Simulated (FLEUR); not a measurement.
# Mo (Im-3m) in FLEUR: notebook

The runs below take Mo through single point, with PBEsol.

All numbers are computed with FLEUR MaX-R8.1 (later development tree); they aren't measurements. Logs are shortened: lines on timing, memory, paths and dates and some standing lists are left out, and cuts for length are marked.

## (1) The structure

Symmetry: Im-3m, No. 229, cubic system. Conventional cell: a = 3.168 Å, b = 3.168 Å, c = 3.168 Å, α = 90.00°, β = 90.00°, γ = 90.00°. Around Mo (site symmetry m-3m) lie 8 Mo at 2.74 Å.

## (2) Single point, PBEsol

inp.xml

```xml
<?xml version="1.0" encoding="UTF-8" standalone="no"?>
<fleurInput fleurInputVersion="0.39">
   <comment>
      Mo                                                                                                  
   </comment>
   <calculationSetup>
      <cutoffs Kmax="4.17" Gmax="12.9" GmaxXC="12.9" numbands="0"/>
      <scfLoop itmax="60" minDistance="0.00001" maxIterBroyd="15" imix="Anderson" alpha="0.05" precondParam="0.0" spinf="2.0" sdNocoIR="T"/>
      <coreElectrons ctail="T" frcor="F" kcrel="0" coretail_lmax="0"/>
      <xcFunctional name="PBEs" relativisticCorrections="F"/>
      <magnetism jspins="1"/>
      <soc l_soc="F" theta="0.0" phi="0.0" spav="F"/>
      <expertModes spex="0" secvar="F"/>
      <geometryOptimization l_f="T" forcealpha="1.0" forcemix="BFGS" epsdisp="0.0005" epsforce="0.0002"/>
      <ldaU l_linMix="F" mixParam="0.05" spinf="1.0"/>
   </calculationSetup>
   <cell>
      <bzIntegration valenceElectrons="14.0" mode="hist" fermiSmearingEnergy="0.00183747">
         <kPointListSelection listName="default-1"/>
         <!-- k-points included here -->
         <xi:include xmlns:xi="http://www.w3.org/2001/XInclude" href="kpts.xml"> </xi:include>
      </bzIntegration>
      <!-- symmetry operations included here -->
      <xi:include xmlns:xi="http://www.w3.org/2001/XInclude" href="sym.xml"> </xi:include>
      <bulkLattice scale="1.0">
         <bravaisMatrix>
            <row-1>   -2.9929651905752968     2.9929651905752968     2.9929651905752968</row-1>
            <row-2>    2.9929651905752968    -2.9929651905752968     2.9929651905752968</row-2>
            <row-3>    2.9929651905752968     2.9929651905752968    -2.9929651905752968</row-3>
         </bravaisMatrix>
      </bulkLattice>
   </cell>
   <atomSpecies>
      <species name="Molybdenum (Mo)" element="Mo" atomicNumber="42">
         <mtSphere radius="2.35" gridPoints="793" logIncrement="0.016"/>
         <atomicCutoffs lmax="10" lnonsphr="10"/>
         <electronConfig flipSpins="F">
            <coreConfig>(1s1/2) (2s1/2) (2p1/2) (2p3/2) (3s1/2) (3p1/2) (3p3/2) (3d3/2) (3d5/2)</coreConfig>
            <valenceConfig>(4s1/2) (4p1/2) (4p3/2) (5s1/2) (4d3/2) (4d5/2)</valenceConfig>
            <stateOccupation state="(5s1/2)" spinUp="0.500000" spinDown="0.500000"/>
            <stateOccupation state="(4d3/2)" spinUp="1.000000" spinDown="1.000000"/>
            <stateOccupation state="(4d5/2)" spinUp="1.500000" spinDown="1.500000"/>
         </electronConfig>
         <energyParameters s="5" p="5" d="4" f="4"/>
         <lo type="SCLO" l="0" n="4" eDeriv="0"/>
         <lo type="SCLO" l="1" n="4" eDeriv="0"/>
         <lo type="SCLO" l="1" n="4" eDeriv="1"/>
         <lo type="SCLO" l="2" n="4" eDeriv="2"/>
         <lo type="SCLO" l="3" n="4" eDeriv="2"/>
      </species>
   </atomSpecies>
   <atomGroups>
      <atomGroup species="Molybdenum (Mo)">
         <relPos label="                   1">.0000000000 .0000000000 .0000000000</relPos>
         <force calculate="T" relaxXYZ="TTT"/>
      </atomGroup>
   </atomGroups>
   <output dos="F" band="F" slice="F">
      <checks vchk="F" cdinf="F"/>
      <bandDOS minEnergy="-.5*Htr" maxEnergy="0.5*Htr" sigma="0.015" storeEVData="T"/>
      <vacuumDOS vacdos="F" integ="F" star="F" nstars="0" locx1="0.0" locy1="0.0" locx2="0.0" locy2="0.0" nstm="0" tworkf="0.0"/>
      <unfoldingBand unfoldBand="F" supercellX="1" supercellY="1" supercellZ="1"/>
      <plotting iplot="0" polar="F">
         <plot TwoD="T" vec1="  1.0  0.0  0.0" vec2="  0.0  1.0  0.0" vec3="  0.0  0.0  1.0" zero="  0.0  0.0  0.0" file="plot"/>
      </plotting>
      <chargeDensitySlicing numkpt="0" minEigenval="0.0" maxEigenval="0.0" nnne="0" pallst="F"/>
      <specialOutput eonly="F"/>
      <moessbauerParams electricFieldGradient="T" isomerShift="T" coreHyperfine="T" valenceHyperfine="T"/>
      <magneticCircularDichroism mcd="F" energyLo="-10.0" energyUp="0.0"/>
   </output>
  <!-- We include the file relax.xml here to enable relaxations (see documentation) -->
  <xi:include xmlns:xi="http://www.w3.org/2001/XInclude" href="relax.xml"> <xi:fallback/> </xi:include>
</fleurInput>
```

crystal.txt

```
Mo
&input cartesian=F /
-1.5838089719  1.5838089719  1.5838089719
1.5838089719  -1.5838089719  1.5838089719
1.5838089719  1.5838089719  -1.5838089719
1.8897261246
1.0 1.0 1.0

1
42 0.0000000000  0.0000000000  0.0000000000

&kpt div1=12 div2=12 div3=12 gamma=T /
```

Potentials or basis: all-electron, FLAPW.

Launch:

```console
$ inpgen -f crystal.txt -profile fastHighL
$ # inp.xml edited to the form shown
$ fleur_MPI
```

Standard output:

```text
Welcome to FLEUR        (www.flapw.de)
      MaX-Release 8.1          (www.max-centre.eu)

 ========== k-point set info ==========
 Selected k-point list: default-1
 k-point list type: mesh
 12 x 12 x 12
 Number of k points: 72

 ------------Calculation Setup---------------------------
 Number of MPI-tasks      :            1
 Number of PE/node        :            1
 Number of OMP-threads    :            1
 Most efficient MPI parallelization for:
           1           2           3           4           6           8           9          12          18          24          36          72
 Additional eigenvalue parallelization possible
 Number of basis functions:          175
 Approximate size of matrices (H+S) per k-point:         0.000 GB
 --------------------------------------------------------
 Iteration:     1   Distance:      17.19972153 me/bohr^3
 Iteration:     2   Distance:      15.68889395 me/bohr^3
 Iteration:     3   Distance:       6.06843175 me/bohr^3
 Iteration:     4   Distance:       2.11859684 me/bohr^3
 Iteration:     5   Distance:       1.13880083 me/bohr^3
 Iteration:     6   Distance:       0.35285494 me/bohr^3
 Iteration:     7   Distance:       0.15647167 me/bohr^3
 Iteration:     8   Distance:       0.01085658 me/bohr^3
 Iteration:     9   Distance:       0.00839326 me/bohr^3
 Iteration:    10   Distance:       0.00092935 me/bohr^3
 Iteration:    11   Distance:       0.00042982 me/bohr^3
 Iteration:    12   Distance:       0.00002878 me/bohr^3
 Iteration:    13   Distance:       0.00000756 me/bohr^3

 ********************************************************************
 Run finished successfully
 Stop message:
   Structural relaxation: Done
 ********************************************************************
```

out.xml (last iteration):

```text
<iteration numberForCurrentRun="   14" overallNumber="   14">
         <energyParameters units="Htr">
            <atomicEP atomType="1" spin="1" branch="5s" branchLowest="-1.62" branchHighest="2.81" value="0.3601325325"/>
            <atomicEP atomType="1" spin="1" branch="5p" branchLowest="-0.61" branchHighest="3.54" value="0.4734815566"/>
            <atomicEP atomType="1" spin="1" branch="4d" branchLowest="-7.43" branchHighest="0.97" value="0.4838778603"/>
            <atomicEP atomType="1" spin="1" branch="4f" branchLowest="-9.99" branchHighest="2.61" value="0.7404723819"/>
            <loAtomicEP atomType="1" spin="1" branch="4s" branchLowest="-16.80" branchHighest="-1.62" value="-1.6682150579"/>
            <loAtomicEP atomType="1" spin="1" branch="4p" branchLowest="-13.23" branchHighest="-0.61" value="-0.7200127255"/>
            <loAtomicEP atomType="1" spin="1" branch="4p" branchLowest="-13.23" branchHighest="-0.61" value="-0.7200127255"/>
            <loAtomicEP atomType="1" spin="1" branch="4d" branchLowest="-7.43" branchHighest="0.97" value="0.4824483453"/>
            <loAtomicEP atomType="1" spin="1" branch="4f" branchLowest="-9.99" branchHighest="2.61" value="0.7404739608"/>
         </energyParameters>
         <eigenvalues>
            <eigenvaluesAt spin="1" ikpt="1" k_x="0.00000000" k_y="0.00000000" k_z="0.00000000">
                      -1.6768059786       -0.6960125250       -0.6960125250       -0.6960125250        0.3066882550
                       0.5230835977        0.5230835977        0.5230835977        0.6314602435        0.6314602435
                       1.1100070217        1.1100070217
            </eigenvaluesAt>
            <eigenvaluesAt spin="1" ikpt="2" k_x="0.00000000" k_y="0.00000000" k_z="0.08333333">
                      -1.6762059793       -0.6995339359       -0.6971019968       -0.6960391164        0.3176717574
                       0.5169562618        0.5219165242        0.5334455395        0.6229590967        0.6316540576
                       1.1177837814        1.1283734796
            </eigenvaluesAt>
            <eigenvaluesAt spin="1" ikpt="3" k_x="0.00000000" k_y="0.00000000" k_z="0.16666667">
                      -1.6745567637       -0.7089696837       -0.7000505276       -0.6961079656        0.3467788519
                       0.5013755103        0.5164053852        0.5635606321        0.6110470856        0.6331009632
                       1.1286060229        1.1669757757
            </eigenvaluesAt>
            <eigenvaluesAt spin="1" ikpt="4" k_x="0.00000000" k_y="0.00000000" k_z="0.25000000">
                      -1.6722818977       -0.7214656633       -0.7040136791       -0.6962041429        0.3788171231
                       0.4823081317        0.5149564903        0.6102741341        0.6126117951        0.6372561864
                       1.1089682419        1.1564250409
            </eigenvaluesAt>
         </eigenvalues>
         <bandgap value="0.0809076728" units="eV"/>
         <sumValenceSingleParticleEnergies value="-4.8404146140" units="Htr"/>
         <FermiEnergy value="0.5700222419" units="Htr"/>
         <valenceDensity>
            <mtCharges spin="1">
               <mtCharge atomType="1" total="11.7549316" s="2.2471717" p="6.1176120" d="3.3514175" f="0.0329255"/>
            </mtCharges>
            <spinDependentCharge spin="1" total="14.0000000" interstitial="2.2450684" mtSpheres="11.7549316"/>
            <totalCharge value="14.0000000000"/>
         </valenceDensity>
         <coreStates atomType="     1" atomicNumber=" 42" spin="1" kinEnergy="   4099.1549119271" eigValSum="  -2393.0150843398" lostElectrons=" 0.000002">
            <state n="1" l="0" j="0.5" energy="-726.9752245948" weight="1.0000000000"/>
            <state n="2" l="0" j="0.5" energy="-102.0764695358" weight="1.0000000000"/>
            <state n="2" l="1" j="0.5" energy="-93.8661576053" weight="1.0000000000"/>
            <state n="2" l="1" j="1.5" energy="-89.9540740518" weight="2.0000000000"/>
            <state n="3" l="0" j="0.5" energy="-16.7964944170" weight="1.0000000000"/>
            <state n="3" l="1" j="0.5" energy="-13.6733726185" weight="1.0000000000"/>
            <state n="3" l="1" j="1.5" energy="-13.0288928180" weight="2.0000000000"/>
            <state n="3" l="2" j="1.5" energy="-7.5040338506" weight="2.0000000000"/>
            <state n="3" l="2" j="2.5" energy="-7.3819406526" weight="3.0000000000"/>
         </coreStates>
         <allElectronCharges>
            <spinDependentCharge spin="1" total="42.0000000" interstitial="2.2450707" mtSpheres="39.7549293"/>
            <totalCharge value="41.9999999976"/>
         </allElectronCharges>
         <moessbauerParams unitsHFF="kG" unitsIS="e/bohr^3" unitsEFG="Htr/bohr^2">
            <coreIsomerShift atomType="1" isTotal="91546.83275">
               <shell n="1" l="0" isomerShift="80896.83403"/>
               <shell n="2" l="0" isomerShift="8892.21841"/>
               <shell n="2" l="1" isomerShift="144.12335"/>
               <shell n="3" l="0" isomerShift="1586.52496"/>
               <shell n="3" l="1" isomerShift="27.13199"/>
               <shell n="3" l="2" isomerShift="0.00000"/>
            </coreIsomerShift>
            <isomerShift atomType="1" nucleusRadius="0.0001081" averageDensity="91833.09573"/>
            <electricFieldGradient atomType="1" VXX="0.00000" VYY="0.00000" VZZ="0.00000" asymParam="0.00000">
            </electricFieldGradient>
         </moessbauerParams>
         <totalEnergy                                    value="    -4047.4390343062" units="Htr">
            <sumOfEigenvalues                            value="    -2397.8554989539">
               <coreElectrons value="-2393.0150843398"/>
               <valenceElectrons value="-4.8404146140"/>
            </sumOfEigenvalues>
            <densityCoulombPotentialIntegral value="-6434.0748128907"/>
            <densityEffectivePotentialIntegral value="-6593.9756467289"/>
            <chargeDenXCDenIntegral value="-121.7184066915"/>
            <FockExchangeEnergyValence value="0.0000000000"/>
            <FockExchangeEnergyCore value="0.0000000000"/>
            <atomTypeDependentContributions atomType="1">
               <electronNucleiInteractionDifferentMTs value="4875.2940817488"/>
               <MadelungTerm value="-29.5092871955"/>
            </atomTypeDependentContributions>
            <tkbTimesEntropy value="0.0000915299"/>
            <freeEnergy value="-4047.4391258361"/>
            <extrapolationTo0K value="-4047.4390800711"/>
         </totalEnergy>
         <totalForcesOnRepresentativeAtoms units="Htr/bohr">
            <forceTotal atomType="1" x="0.000000" y="0.000000" z="0.000000" F_x="0.00000000" F_y="0.00000000" F_z="0.00000000"/>
         </totalForcesOnRepresentativeAtoms>
      </iteration>
```

Run time: 26 s. Hardware: 1 thread of Arm Neoverse V2, shared host; peak memory 0.06 GiB.

What came out:

| Quantity | Value |
| --- | --- |
| Free energy | -110136.4294 eV |
| Band gap on the k mesh | none (metal or under the smearing width) |
| Valence electrons inside the program's atomic spheres | Mo 11.75 (radii Mo 2.35 bohr) |

Levels at points of the mesh, in eV from the Fermi level:
```
           k point  band 5  band 6  band 7  band 8  band 9  band 10
(0.00, 0.00, 0.00)   -7.17   -1.28   -1.28   -1.28    1.67     1.67
(0.00, 0.00, 0.50)   -5.19   -3.28    1.59    1.70    2.31     4.72
(0.50, 0.50, 0.50)   -5.29   -5.29    3.97    3.97    3.97     8.93
```

Core levels (eV from the Fermi level):
```csv
atom,levels
1 Mo,"1s1/2 -19797.5, 2s1/2 -2793.2, 2p1/2 -2569.7, 2p3/2 -2463.3, 3s1/2 -472.6, 3p1/2 -387.6, 3p3/2 -370.0, 3d3/2 -219.7, 3d5/2 -216.4"
```

## (3) Single point, PBEsol (cell strained at random at fixed volume)

inp.xml: that of step 2 with these lines changed.

```diff
@@ -26,5 +26,5 @@
          <bravaisMatrix>
-            <row-1>   -2.9929651905752968     2.9929651905752968     2.9929651905752968</row-1>
-            <row-2>    2.9929651905752968    -2.9929651905752968     2.9929651905752968</row-2>
-            <row-3>    2.9929651905752968     2.9929651905752968    -2.9929651905752968</row-3>
+            <row-1>   -3.0129585460748691     3.0071136231714815     2.9943390745691851</row-1>
+            <row-2>    3.0469679471392954    -2.9159607938252758     2.9371937565612813</row-2>
+            <row-3>    3.0360113150688646     2.9390116730931468    -2.9031843554968555</row-3>
          </bravaisMatrix>
@@ -34,4 +34,4 @@
       <species name="Molybdenum (Mo)" element="Mo" atomicNumber="42">
-         <mtSphere radius="2.35" gridPoints="793" logIncrement="0.016"/>
-         <atomicCutoffs lmax="10" lnonsphr="10"/>
+         <mtSphere radius="2.35" gridPoints="783" logIncrement="0.016"/>
+         <atomicCutoffs lmax="9" lnonsphr="9"/>
          <electronConfig flipSpins="F">
```

crystal.txt

```
Mo
&input cartesian=F /
-1.5943890000  1.5912960000  1.5845360000
1.6123860000  -1.5430600000  1.5542960000
1.6065880000  1.5552580000  -1.5362990000
1.8897261246
1.0 1.0 1.0

1
42 -0.0048930000  -0.0285050000  -0.0279780000

&kpt div1=12 div2=12 div3=12 gamma=T /
```

Potentials or basis: all-electron, FLAPW.

Launch:

```console
$ inpgen -f crystal.txt -profile fastHighL
$ # inp.xml edited to the form shown
$ fleur_MPI
```

Standard output:

```text
Welcome to FLEUR        (www.flapw.de)
      MaX-Release 8.1          (www.max-centre.eu)

 ========== k-point set info ==========
 Selected k-point list: default-1
 k-point list type: mesh
 12 x 12 x 12
 Number of k points: 868

 ------------Calculation Setup---------------------------
 Number of MPI-tasks      :            1
 Number of PE/node        :            1
 Number of OMP-threads    :            1
 Most efficient MPI parallelization for:
           1           2           4           7          14          28          31          62         124         217         434         868
 Additional eigenvalue parallelization possible
 Number of basis functions:          178
 Approximate size of matrices (H+S) per k-point:         0.000 GB
 --------------------------------------------------------
 Iteration:     1   Distance:      17.16049254 me/bohr^3
 Iteration:     2   Distance:      15.64843034 me/bohr^3
 Iteration:     3   Distance:       6.11010801 me/bohr^3
 Iteration:     4   Distance:       2.54990026 me/bohr^3
 Iteration:     5   Distance:       1.14357963 me/bohr^3
 Iteration:     6   Distance:       0.25810153 me/bohr^3
 Iteration:     7   Distance:       0.11868875 me/bohr^3
 Iteration:     8   Distance:       0.01259438 me/bohr^3
 Iteration:     9   Distance:       0.00639741 me/bohr^3
 Iteration:    10   Distance:       0.00082418 me/bohr^3
 Iteration:    11   Distance:       0.00055762 me/bohr^3
 Iteration:    12   Distance:       0.00012281 me/bohr^3
 Iteration:    13   Distance:       0.00000453 me/bohr^3

 ********************************************************************
 Run finished successfully
 Stop message:
   Structural relaxation: Done
 ********************************************************************
```

out.xml (last iteration):

```text
<iteration numberForCurrentRun="   14" overallNumber="   14">
         <energyParameters units="Htr">
            <atomicEP atomType="1" spin="1" branch="5s" branchLowest="-1.62" branchHighest="2.81" value="0.3599558322"/>
            <atomicEP atomType="1" spin="1" branch="5p" branchLowest="-0.61" branchHighest="3.54" value="0.4732999847"/>
            <atomicEP atomType="1" spin="1" branch="4d" branchLowest="-7.43" branchHighest="0.97" value="0.4837811956"/>
            <atomicEP atomType="1" spin="1" branch="4f" branchLowest="-9.99" branchHighest="2.61" value="0.7402816772"/>
            <loAtomicEP atomType="1" spin="1" branch="4s" branchLowest="-16.80" branchHighest="-1.62" value="-1.6680973463"/>
            <loAtomicEP atomType="1" spin="1" branch="4p" branchLowest="-13.23" branchHighest="-0.61" value="-0.7199218867"/>
            <loAtomicEP atomType="1" spin="1" branch="4p" branchLowest="-13.23" branchHighest="-0.61" value="-0.7199218867"/>
            <loAtomicEP atomType="1" spin="1" branch="4d" branchLowest="-7.43" branchHighest="0.97" value="0.4823532277"/>
            <loAtomicEP atomType="1" spin="1" branch="4f" branchLowest="-9.99" branchHighest="2.61" value="0.7402832568"/>
[... 67 lines left out ...]
            <densityEffectivePotentialIntegral value="-6593.9713678488"/>
            <chargeDenXCDenIntegral value="-121.7188676814"/>
            <FockExchangeEnergyValence value="0.0000000000"/>
            <FockExchangeEnergyCore value="0.0000000000"/>
            <atomTypeDependentContributions atomType="1">
               <electronNucleiInteractionDifferentMTs value="4875.3169945955"/>
               <MadelungTerm value="-29.4901164247"/>
            </atomTypeDependentContributions>
            <tkbTimesEntropy value="0.0000902833"/>
            <freeEnergy value="-4047.4386764159"/>
            <extrapolationTo0K value="-4047.4386312742"/>
         </totalEnergy>
         <totalForcesOnRepresentativeAtoms units="Htr/bohr">
            <forceTotal atomType="1" x="0.000000" y="0.000000" z="0.000000" F_x="0.00000000" F_y="0.00000000" F_z="0.00000000"/>
         </totalForcesOnRepresentativeAtoms>
      </iteration>
```

It took 5.4 min on 1 thread of Arm Neoverse V2, shared host; peak memory 0.08 GiB.

What came out:

```
Free energy                                           : -110136.4171 eV
Band gap on the k mesh                                : none (metal or under the smearing width)
Valence electrons inside the program's atomic spheres : Mo 11.76 (radii Mo 2.35 bohr)
```

Levels at points of the mesh, in eV from the Fermi level:
| k point | band 4 | band 5 | band 6 | band 7 | band 8 | band 9 | band 10 | band 11 |
| --- | --- | --- | --- | --- | --- | --- | --- | --- |
| (0.00, 0.00, 0.00) | -34.42 | -7.17 | -1.62 | -1.24 | -1.02 | 1.50 | 1.86 | 14.39 |
| (0.00, 0.00, 0.50) | -34.45 | -5.18 | -3.19 | 1.45 | 1.55 | 2.32 | 4.62 | 11.25 |
| (0.00, 0.50, 0.00) | -34.45 | -5.18 | -3.23 | 1.44 | 1.60 | 2.38 | 4.61 | 11.23 |
| (0.00, 0.50, 0.50) | -34.51 | -5.25 | -3.40 | 1.78 | 1.97 | 2.22 | 4.92 | 11.59 |
| (0.50, 0.00, 0.00) | -34.46 | -5.21 | -3.55 | 1.46 | 2.07 | 2.61 | 4.58 | 11.21 |
| (0.50, 0.00, 0.50) | -34.47 | -5.20 | -3.18 | 1.49 | 1.62 | 2.24 | 4.74 | 11.48 |
| (0.50, 0.50, 0.00) | -34.46 | -5.19 | -3.16 | 1.49 | 1.57 | 2.24 | 4.72 | 11.41 |
| (0.50, 0.50, 0.50) | -35.29 | -5.33 | -5.26 | 3.65 | 3.96 | 4.27 | 8.50 | 8.96 |

Core levels (eV from the Fermi level):
```
atom                                                                                                                             levels
1 Mo  1s1/2 -19797.5, 2s1/2 -2793.2, 2p1/2 -2569.7, 2p3/2 -2463.3, 3s1/2 -472.6, 3p1/2 -387.6, 3p3/2 -370.1, 3d3/2 -219.7, 3d5/2 -216.4
```
